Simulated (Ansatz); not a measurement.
# Hf3S8: the cost of one run

Program: Ansatz 0.2.0. Level of theory: DFT PBEsol, scalar-relativistic, plane waves, PAW. These are calculated values, not measurements.

## Step 1: The system as given

Symmetry: P-3m1, No. 164, trigonal system. Conventional cell: a = 3.593 Å, b = 3.593 Å, c = 5.946 Å, α = 90.00°, β = 90.00°, γ = 120.00°. Hf (site symmetry -3m) has 6 S at 2.53 Å as nearest neighbours. S (site symmetry 3m) has 3 Hf at 2.53 Å as nearest neighbours.

As a file:

```cif
data_structure
_symmetry_space_group_name_H-M 'P-3m1'
_symmetry_Int_Tables_number 164
_cell_length_a 3.5928
_cell_length_b 3.5928
_cell_length_c 5.9459
_cell_angle_alpha 90.000
_cell_angle_beta 90.000
_cell_angle_gamma 120.000
_cell_volume 66.47
loop_
_atom_site_label
_atom_site_type_symbol
_atom_site_symmetry_multiplicity
_atom_site_Wyckoff_symbol
_atom_site_fract_x
_atom_site_fract_y
_atom_site_fract_z
_atom_site_occupancy
Hf1 Hf 1 a 0.00000 0.00000 0.00000 1
S1 S 2 d 0.66667 0.33333 0.75625 1
```

It goes back to an entry of the Materials Project.

This cell was relaxed beforehand with the same method: volume 22.16 Å³/atom, gap on the mesh 0.96 eV.

## Step 2: Plan of the line

Atoms count from 1 in the order of the input.

An atom moved over a plane that holds its own site and a neighbouring vacancy.

The axes are (1) path of Hf1 from its site (0) to the vacancy (1), 3.593 Å: 11 values from −0.125 to 1.125; (2) shift of Hf1 across the path, along [2 1 0]: 9 values from −0.700 Å.

Nothing else is relaxed (all other atoms held at the sites of the perfect crystal). Points are written as (first, second).

## Step 3: Point (0.000, −0.700 Å)

input.yaml reads:

```yaml
crystal:
  lattice:
    - [-1.7964133763, 3.1114792391, -5.9458943926]
    - [-1.7964133763, 3.1114792391, 5.9458943926]
    - [7.185653505, 0.0, 0.0]
  atoms:
    - { symbol: Hf, position: [-0.0562433449, -0.0562433449, 0.3875133102] }
    - { symbol: Hf, position: [0.5, 0.5, 0.0] }
    - { symbol: Hf, position: [0.0, 0.0, 0.0] }
    - { symbol: S, position: [0.7885426398, 0.5447906936, 0.3333333333] }
    - { symbol: S, position: [0.2885426398, 0.0447906936, 0.3333333333] }
    - { symbol: S, position: [0.7885426398, 0.5447906936, 0.8333333333] }
    - { symbol: S, position: [0.2885426398, 0.0447906936, 0.8333333333] }
    - { symbol: S, position: [0.2114573602, 0.4552093064, 0.1666666667] }
    - { symbol: S, position: [0.7114573602, 0.9552093064, 0.1666666667] }
    - { symbol: S, position: [0.2114573602, 0.4552093064, 0.6666666667] }
    - { symbol: S, position: [0.7114573602, 0.9552093064, 0.6666666667] }
total_charge: -4
basis:
  ecutwfc: 420
kpoints:
  mp_grid: { grid: [4, 4, 4] }
hamiltonian:
  xc: pbesol
scf:
  occupations: { method: gaussian, width: 0.05 }
output:
  forces: true
  stress: true
  eigenvalues: true
  write_density: true
  write_potential: true
  elf: true
  volumetric_format: npy
```

Run with:

```console
ansatz run input.yaml --threads 4 --pin off --max-ram 8192MiB --backend cpu --events-out ev --progress --plain --runs-dir out
```

Q: Estimate wall time and peak memory on 4 threads of Intel Xeon Platinum 8488C (Sapphire Rapids), shared host.

About 15 s, with a peak of 1.1 GiB.
